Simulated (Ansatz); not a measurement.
Structure types of Sn were relaxed at one common pressure (all-electron LAPW in Ansatz 0.2.0 under PBE, scalar-relativistic, no spin polarisation, zero temperature). They take these volumes:

```
   type  space group  V (Å³/atom)
    bcc        Im-3m        22.46
    hcp     P6_3/mmc        22.59
diamond        Fd-3m        28.81
     sc        Pm-3m        23.95
  omega       P6/mmm        22.61
```

**Question.** At about which pressure, and is the densest type also the lowest in enthalpy?

**Answer.** 16 GPa. The densest is bcc, and it is 0 meV/atom above hcp: its gain in pV doesn't pay for its higher energy here.
